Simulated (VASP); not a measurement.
VASP 6.6.1 run: LiBr

INCAR

```
NBANDS = 12
PREC = Accurate
LWAVE = .FALSE.
ENCUT = 520
IBRION = -1
NELM = 68
EDIFF = 0.0001
NSW = 0
ISMEAR = -1
SIGMA = 0.02
ISIF = 2
LCHARG = .FALSE.
LREAL = .FALSE.
GGA = PE
LASPH = .TRUE.
```

KPOINTS

```
KPOINTS created by Atomic Simulation Environment
0
Gamma
8 8 8
0 0 0
```

POSCAR

```
Li Br
 1.0000000000000000
     0.0000000000000000    2.7395650435999999    2.7806585192000002
     2.7395650435999999    0.0000000000000000    2.7806585192000002
     2.7395650435999999    2.7395650435999999    0.0000000000000000
 Li  Br
   1   1
Cartesian
  0.0000000000000000  0.0000000000000000  0.0000000000000000
  2.7395650435999999  2.7395650435999999  2.7806585192000006
```

The recommended PBE PAW datasets give the neutral cell 10 valence electrons.

Command

```
mpirun -np 1 vasp_std
```

**Question.** How does this run end, and what does it give?

**Answer.** It converged. Results: gap between bands v and c on the k mesh 4.90 eV; least direct gap on the k mesh 4.90 eV; pressure 0.1 GPa. Band v is the last that the valence electrons fill when counted band by band, and c is the next.

OSZICAR

```
N       E                     dE             d eps       ncg     rms          rms(c)
DAV:   1     0.415862443164E+02    0.41586E+02   -0.37699E+03  1416   0.747E+02
DAV:   2    -0.403916325265E+01   -0.45625E+02   -0.43733E+02  1824   0.134E+02
DAV:   3    -0.660465633812E+01   -0.25655E+01   -0.25592E+01  1888   0.333E+01
DAV:   4    -0.667174856762E+01   -0.67092E-01   -0.67078E-01  1972   0.526E+00
DAV:   5    -0.667249031784E+01   -0.74175E-03   -0.74172E-03  1864   0.518E-01    0.194E+00
DAV:   6    -0.663910283779E+01    0.33387E-01   -0.64091E-02  1784   0.117E+00    0.118E+00
DAV:   7    -0.664147029501E+01   -0.23675E-02   -0.39880E-02  2012   0.103E+00    0.436E-01
DAV:   8    -0.664390827224E+01   -0.24380E-02   -0.44051E-03  1692   0.416E-01    0.632E-02
DAV:   9    -0.664389979822E+01    0.84740E-05   -0.11377E-04  1704   0.745E-02
   1 F= -.66438998E+01 E0= -.66438998E+01  d E =-.263345E-10
```

For comparison, a separate PBE run of the intended cell, on usual settings and not on those above, gives a gap of 4.91 eV on its mesh and a pressure of 0.0 GPa.
